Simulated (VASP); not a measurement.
# CdSe (P6_3mc) in VASP: settings compared

Aim: see how the results for CdSe move with the level of theory and the settings. Levels: PBEsol, RPBE. Tasks: relaxation of cell and atoms.

Everything below comes from runs of VASP 6.6.1. Logs are shortened: lines on timing, memory, paths and dates and some standing lists are left out, and cuts for length are marked.

### 1 The crystal as given

Symmetry: P6_3mc, No. 186, hexagonal system. Conventional cell: a = 4.346 Å, b = 4.346 Å, c = 7.090 Å, α = 90.00°, β = 90.00°, γ = 120.00°. Cd (site symmetry 3m) has 4 Se at 2.66 to 2.67 Å as nearest neighbours. Se (site symmetry 3m) has 4 Cd at 2.66 to 2.67 Å as nearest neighbours.

The cell is a database's computed one.

### 2 Relaxation of cell and atoms, PBEsol

Contents of INCAR:

```
SYSTEM = CdSe
  PREC = Accurate
  ENCUT = 580
  EDIFF = 1E-7
  ISMEAR = 0
  SIGMA = 0.02
  LREAL = .False.
  LASPH = .True.
  NELM = 80
  ALGO = Normal
  ISIF = 3
  LWAVE = .False.
  LCHARG = .False.
  GGA = PS
  IBRION = 2
  NSW = 90
  EDIFFG = -0.005
```

Contents of KPOINTS:

```
Automatic mesh
0
Gamma
  9 9 6
  0 0 0
```

Contents of POSCAR:

```
CdSe
1.0
    4.3460853800      0.0000000000      0.0000000000
   -2.1730426900      3.7638203500      0.0000000000
    0.0000000000      0.0000000000      7.0898398800
Cd Se
2 2
Direct
    0.6666666700      0.3333333300      0.4999533600
    0.3333333300      0.6666666700      0.9999533600
    0.6666666700      0.3333333300      0.8759066400
    0.3333333300      0.6666666700      0.3759066400
```

Potentials or basis: VASP PAW PBE potentials, release 64 (Cd, Se).

The run is started by

```
> cat potpaw_PBE.64/Cd/POTCAR potpaw_PBE.64/Se/POTCAR > POTCAR
> mpirun -np 1 vasp_std > vasp.out
```

OUTCAR:

```text
SYSTEM = CdSe
   PREC = Accurate
   ENCUT = 580
   EDIFF = 1E-7
   ISMEAR = 0
   LREAL = .False.
   LASPH = .True.
   NELM = 80
   ISIF = 3
   GGA = PS
   IBRION = 2
   NSW = 90
   EDIFFG = -0.005

 ion  position               nearest neighbor table
   1  0.667  0.333  0.500-   4 2.66   4 2.66   4 2.66   3 2.67
   2  0.333  0.667  1.000-   3 2.66   3 2.66   3 2.66   4 2.67
   3  0.667  0.333  0.876-   2 2.66   2 2.66   2 2.66   1 2.67
   4  0.333  0.667  0.376-   1 2.66   1 2.66   1 2.66   2 2.67

  LATTYP: Found a hexagonal cell.
 ALAT       =     4.3460853800
 C/A-ratio  =     1.6313162904

  Lattice vectors:

 A1 = (   4.3460853800,   0.0000000000,   0.0000000000)
 A2 = (  -2.1730426900,   3.7638203500,   0.0000000000)
 A3 = (   0.0000000000,   0.0000000000,   7.0898398800)

Analysis of symmetry for initial positions (statically):
=====================================================================
 Subroutine PRICEL returns:
 Original cell was already a primitive cell.

 Routine SETGRP: Setting up the symmetry group for a
 hexagonal supercell.

 Subroutine GETGRP returns: Found 12 space group operations
 (whereof  6 operations were pure point group operations)
 out of a pool of 24 trial point group operations.

The static configuration has the point symmetry C_3v.
 The point group associated with its full space group is C_6v.

Analysis of symmetry for dynamics (positions and initial velocities):
=====================================================================
 Subroutine PRICEL returns:
 Original cell was already a primitive cell.

 Routine SETGRP: Setting up the symmetry group for a
 hexagonal supercell.

 Subroutine GETGRP returns: Found 12 space group operations
 (whereof  6 operations were pure point group operations)
 out of a pool of 24 trial point group operations.

The dynamic configuration has the point symmetry C_3v.
 The point group associated with its full space group is C_6v.

 Subroutine INISYM returns: Found 12 space group operations
 (whereof  6 operations are pure point group operations),
 and found     1 'primitive' translations

----------------------------------------------------------------------------------------

                                     Primitive cell

  volume of cell :     115.9748

  direct lattice vectors                    reciprocal lattice vectors
     4.346085380  0.000000000  0.000000000     0.230092120  0.132843747  0.000000000
    -2.173042690  3.763820350  0.000000000     0.000000000  0.265687495  0.000000000
     0.000000000  0.000000000  7.089839880     0.000000000  0.000000000  0.141046909

  length of vectors
     4.346085380  4.346085383  7.089839880     0.265687495  0.265687495  0.141046909

  position of ions in fractional coordinates (direct lattice)
     0.666666670  0.333333330  0.499953360
     0.333333330  0.666666670  0.999953360
     0.666666670  0.333333330  0.875906640
     0.333333330  0.666666670  0.375906640

  ion indices of the primitive-cell ions
   primitive index   ion index
                 1           1
                 2           2
                 3           3
                 4           4

----------------------------------------------------------------------------------------

 KPOINTS: Automatic mesh

Automatic generation of k-mesh.
 Grid dimensions read from file:
 generate k-points for:    9    9    6

 Generating k-lattice:

  Cartesian coordinates                     Fractional coordinates (reciprocal lattice)
     0.025565791  0.014760416  0.000000000     0.111111111 -0.000000000  0.000000000
     0.000000000  0.029520833  0.000000000     0.000000000  0.111111111  0.000000000
     0.000000000  0.000000000  0.023507818     0.000000000  0.000000000  0.166666667

  Length of vectors
     0.029520833  0.029520833  0.023507818

  Shift w.r.t. Gamma in fractional coordinates (k-lattice)
     0.000000000  0.000000000  0.000000000

 Subroutine IBZKPT returns following result:
 ===========================================

 Found     48 irreducible k-points:

 Following reciprocal coordinates:
            Coordinates               Weight
  0.000000  0.000000  0.000000      1.000000
  0.111111  0.000000  0.000000      6.000000
  0.222222  0.000000  0.000000      6.000000
  0.333333  0.000000  0.000000      6.000000
  0.444444  0.000000  0.000000      6.000000
  0.111111  0.111111  0.000000      6.000000
[... 16 lines left out ...]
  0.333333  0.222222  0.166667     24.000000
  0.333333  0.333333  0.166667      4.000000
 [... further k-points ...]
   k-points           NKPTS =     48   k-points in BZ     NKDIM =     48   number of bands    NBANDS=     22
   number of dos      NEDOS =    301   number of ions     NIONS =      4
   total plane-waves  NPLWV =  72576
   dimension x,y,z NGX =    36 NGY =   36 NGZ =   56
   dimension x,y,z NGXF=    72 NGYF=   72 NGZF=  112
   ions per type =               2   2
   NGX,Y,Z   is equivalent  to a cutoff of  13.77, 13.77, 13.13 a.u.
   NGXF,Y,Z  is equivalent  to a cutoff of  27.54, 27.54, 26.26 a.u.
 SYSTEM =  CdSe
   PREC   = accura    normal or accurate (medium, high low for compatibility)
   ISTART =      0    job   : 0-new  1-cont  2-samecut
   ICHARG =      2    charge: 1-file 2-atom 10-const
   ISPIN  =      1    spin polarized calculation?
   LNONCOLLINEAR =      F non collinear calculations
   LSORBIT =      F    spin-orbit coupling
   LASPH  =      T    aspherical Exc in radial PAW
   ENCUT  =  580.0 eV  42.63 Ry    6.53 a.u.   8.53  8.53 13.92*2*pi/ulx,y,z
   NELM   =     80;   NELMIN=  2; NELMDL= -5     # of ELM steps
   EDIFF  = 0.1E-06   stopping-criterion for ELM
   LREAL  =      F    real-space projection
   EDIFFG = -.5E-02   stopping-criterion for IOM
   NSW    =     90    number of steps for IOM
   IBRION =      2    ionic relax: 0-MD 1-quasi-New 2-CG
   NFREE  =      1    steps in history (QN), initial steepest desc. (CG)
   ISIF   =      3    stress and relaxation
   ISYM   =      2    0-nonsym 1-usesym 2-fastsym
   POTIM  = 0.5000    time-step for ionic-motion
   TEBEG  =    0.0;   TEEND  =   0.0 temperature during run
   PSTRESS=    0.0 pullay stress
   NELECT =      36.0000    total number of electrons
   NUPDOWN=      -1.0000    fix difference up-down
   EMIN   =  10.00;   EMAX   =-10.00  energy-range for DOS
   EFERMI =   0.00;   METHOD = LEGACY
   ISMEAR =     0;   SIGMA  =   0.02  broadening in eV -4-tet -1-fermi 0-gaus
   EFERMI_NEDOS =   21; number of points for ismear=-14 and -15
   IALGO  =     38    algorithm
   IMIX   =      4    mixing-type and parameters
     AMIX     =   0.40;   BMIX     =  1.00
     AMIX_MAG =   1.60;   BMIX_MAG =  1.00
  volume/ion in A,a.u.               =      28.99       195.66
  Fermi-wavevector in a.u.,A,eV,Ry     =   1.108463  2.094691 16.717341  1.228690
  Thomas-Fermi vector in A             =   2.244990
   LORBIT       =      0    0 simple, 1 ext, 2 COOP (PROOUT), +10 PAW based schemes
   GGA     = PS    functional components
   LHFCALC =     F    Hartree Fock is set to
   AEXX    =    0.0000 exact exchange contribution
   IVDW    =     0    specifies the selected vdW correction
   LEPSILON=     F    determine dielectric tensor
   LRPA    =     F    only Hartree local field effects (RPA)
 conjugate gradient relaxation of ions
 non-spin polarized calculation
 Gauss-broadening in eV      SIGMA  =   0.02
  energy-cutoff  :      580.00
  volume of cell :      115.97
 maximum number of plane-waves:      3706
 NGX is ok and might be reduce to    36
   NGX = 17   NGY = 17   NGZ = 27

--------------------------------------- Ionic step        1  -------------------------------------------

 number of electron      35.9999999 magnetization

 Free energy of the ion-electron system (eV)
  ---------------------------------------------------
  ext. energy  EPLUGINS =         0.00000000
  ---------------------------------------------------
  free energy    TOTEN  =       -12.34280158 eV

  energy without entropy =      -12.34280158  energy(sigma->0) =      -12.34280158

------------------------ aborting loop because EDIFF is reached ----------------------------------------

  FORCE on cell =-STRESS in cart. coord.  units (eV):
  Direction    XX          YY          ZZ          XY          YZ          ZX
  --------------------------------------------------------------------------------------
  -------------------------------------------------------------------------------------
  Total       -0.8639106     -0.8639106     -0.8672411      0.0000000      0.0000000      0.0000000
  in kB      -11.9348190    -11.9348190    -11.9808284      0.0000000      0.0000000      0.0000000
  external PRESSURE =     -11.9501555 kB  Pullay stress =       0.0000000 kB
[... 61 lines left out ...]
  energy  without entropy=      -12.3526193451  energy(sigma->0) =      -12.35261935

--------------------------------------- Ionic step        3  -------------------------------------------

 number of electron      35.9999992 magnetization

 Free energy of the ion-electron system (eV)
  ---------------------------------------------------
  ext. energy  EPLUGINS =         0.00000000
  ---------------------------------------------------
  free energy    TOTEN  =       -12.35351653 eV

  energy without entropy =      -12.35351653  energy(sigma->0) =      -12.35351653

 E-fermi :   0.9101     XC(G=0):  -9.0649

 val. band max:        0.7700002035   @ k =   0.0000   0.0000   0.0000
 cond. band min:       1.2996285029   @ k =   0.0000   0.0000   0.0000
 fundamental gap:      0.5296282994
 Fermi energy:         0.9101125548

 k-point     1 :       0.0000    0.0000    0.0000
  band No.  band energies     occupation
      1     -11.8281      2.00000
      2     -11.4479      2.00000
      3      -7.1163      2.00000
      4      -7.1106      2.00000
      5      -7.1106      2.00000
      6      -7.0433      2.00000
[... 574 lines left out ...]
      6      -6.8843      2.00000
[... 14 lines left out ...]
     21       5.2371      0.00000
     22       7.2886      0.00000

 [... further k-points ...]

------------------------ aborting loop because EDIFF is reached ----------------------------------------

  FORCE on cell =-STRESS in cart. coord.  units (eV):
  Direction    XX          YY          ZZ          XY          YZ          ZX
  --------------------------------------------------------------------------------------
  -------------------------------------------------------------------------------------
  Total        0.0015357      0.0015357      0.0026926      0.0000000      0.0000000      0.0000000
  in kB        0.0217413      0.0217413      0.0381209      0.0000000      0.0000000      0.0000000
  external PRESSURE =       0.0272012 kB  Pullay stress =       0.0000000 kB
[... 19 lines left out ...]
  FREE ENERGIE OF THE ION-ELECTRON SYSTEM (eV)
  ---------------------------------------------------
  free  energy   TOTEN  =       -12.3535165341 eV

  energy  without entropy=      -12.3535165341  energy(sigma->0) =      -12.35351653

 reached required accuracy - stopping structural energy minimisation
```

Wall time 3.6 min (1 thread of Intel Xeon 6975P-C (Granite Rapids), shared host); peak memory 0.36 GiB.

What came out:

* Free energy: -12.3535 eV
* Relaxed volume: 28.29 Å³/atom
* Relaxed cell: a = 4.311 Å, b = 4.311 Å, c = 7.032 Å, α = 90.00°, β = 90.00°, γ = 120.00°
* Space group after relaxing (to 0.05 Å): P6_3mc (No. 186)
* Energy gained by relaxing: 2.7 meV/atom
* Ionic steps: 3
* Pressure after relaxing: 0.0 GPa
* Largest force after relaxing: 0.004 eV/Å
* Band gap on the k mesh: 0.53 eV, direct

Forces in eV/Å, atoms in the order of the input:
```
Cd   0.000  0.000  0.004
Cd   0.000  0.000  0.004
Se   0.000  0.000 -0.004
Se   0.000  0.000 -0.004
```

The path:
```tsv
step	energy change (eV)	largest force (eV/Å)	pressure (GPa)	volume (Å³)
1	0.0000	0.0022	-1.20	115.97
2	-0.0098	0.0045	0.37	112.38
3	-0.0107	0.0039	0.00	113.17
```

Final structure:
```
CELL_PARAMETERS angstrom
4.31078 0.00000 0.00000
-2.15539 3.73325 0.00000
0.00000 0.00000 7.03203
ATOMIC_POSITIONS crystal
Cd 0.66667 0.33333 0.49996
Cd 0.33333 0.66667 0.99996
Se 0.66667 0.33333 0.87590
Se 0.33333 0.66667 0.37589
```

Caveat: the PAW data sets were made with another functional, which shifts forces and pressure a little. Expect the measured gap to be larger: semilocal functionals such as PBEsol lack the derivative discontinuity.

### 3 Relaxation of cell and atoms, RPBE

Edit INCAR of step 2 so:

```diff
@@ -2,3 +2,3 @@
   PREC = Accurate
-  ENCUT = 580
+  ENCUT = 600
   EDIFF = 1E-7
@@ -13,3 +13,3 @@
   LCHARG = .False.
-  GGA = PS
+  GGA = RP
   IBRION = 2
```

KPOINTS is that of step 2.

POSCAR is that of step 2.

Potentials or basis: VASP PAW PBE potentials, release 64 (Cd, Se).

The run is started by

```
> cat potpaw_PBE.64/Cd/POTCAR potpaw_PBE.64/Se/POTCAR > POTCAR
> mpirun -np 1 vasp_std > vasp.out
```

Wall time 2.9 min (1 thread of Intel Xeon 6975P-C (Granite Rapids), shared host); peak memory 0.37 GiB.

It converged, with:

```
Free energy                            : -9.7539 eV
Relaxed volume                         : 31.18 Å³/atom
Relaxed cell                           : a = 4.453 Å, b = 4.453 Å, c = 7.264 Å, α = 90.00°, β = 90.00°, γ = 120.00°
Space group after relaxing (to 0.05 Å) : P6_3mc (No. 186)
Energy gained by relaxing              : 21.4 meV/atom
Ionic steps                            : 3
Pressure after relaxing                : 0.0 GPa
Band gap on the k mesh                 : 0.61 eV, direct
```

Step by step:
```tsv
step	energy change (eV)	largest force (eV/Å)	pressure (GPa)	volume (Å³)
1	0.0000	0.0060	3.36	115.97
2	-0.0828	0.0020	-0.52	126.49
3	-0.0857	0.0008	0.01	124.72
```

Final structure:
```
Cd Se
1.0
     4.45256    0.00000    0.00000
    -2.22628    3.85603    0.00000
     0.00000    0.00000    7.26391
Cd Se
2 2
Direct
  0.66667 0.33333 0.49999
  0.33333 0.66667 0.99999
  0.66667 0.33333 0.87587
  0.33333 0.66667 0.37587
```

Levels at points of the mesh, in eV from the valence-band top:
```
           k point  band 14  band 15  band 16  band 17  band 18  band 19  band 20  band 21  band 22
(0.00, 0.00, 0.00)    -0.62    -0.62    -0.03     0.00     0.00     0.61     2.21     5.93     5.93
(0.00, 0.00, 0.50)    -2.36    -0.32    -0.32    -0.32    -0.32     2.28     2.28     5.84     5.84
```

Caveat: the PAW data sets were made with another functional, which shifts forces and pressure a little.
